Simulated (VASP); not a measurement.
Input of a VASP 6.6.1 run:

Contents of INCAR:

```
SYSTEM = CaS
PREC     = Accurate       ! precision mode
ENCUT    = 600            ! plane-wave cutoff, eV
EDIFF    = 1E-6           ! SCF threshold, eV
ISMEAR   = 0              ! smearing method
SIGMA    = 0.02           ! smearing width, eV
LREAL    = .FALSE.        ! projectors in reciprocal space
LASPH    = .TRUE.         ! aspherical terms in the spheres
NELM     = 100            ! most SCF steps
ALGO     = Normal         ! electronic algorithm
ISIF     = 3              ! what is computed and relaxed
LWAVE    = .FALSE.        ! write WAVECAR
LCHARG   = .FALSE.        ! write CHGCAR
GGA      = PE             ! functional
IVDW     = 12             ! dispersion correction
IBRION   = 2              ! ionic algorithm
NSW      = 100            ! ionic steps
EDIFFG   = -0.01          ! ionic threshold
```

Contents of KPOINTS:

```
regular mesh
0
G
  8 8 8
  0 0 0
```

File POSCAR:

```
CaS
1.0
    0.0000000000      2.8523743200      2.8523743200
    2.8523743200      0.0000000000      2.8523743200
    2.8523743200      2.8523743200      0.0000000000
Ca S
1 1
Direct
    0.0000000000      0.0000000000      0.0000000000
    0.5000000000      0.5000000000      0.5000000000
```

Potentials or basis: VASP PAW PBE potentials, release 64 (Ca_sv, S).

Run with:

```sh
$ cat potpaw_PBE.64/Ca_sv/POTCAR potpaw_PBE.64/S/POTCAR > POTCAR
$ mpirun -np 1 vasp_std > vasp.out
```

Question: What does it give for the band gap on the k mesh?

Answer: 2.29 eV, indirect (least direct gap 3.12 eV).

Question: Predict the relaxed volume.

Answer: 22.43 Å³/atom.

Step by step:
```
step  energy change (eV)  largest force (eV/Å)  pressure (GPa)  volume (Å³)
   1              0.0000                0.0000           -1.96        46.41
   2             -0.0093                0.0000            0.47        44.53
   3             -0.0098                0.0000            0.02        44.86
```

A k mesh can miss the band edges. As with any semilocal functional, this PBE gap is likely too small.
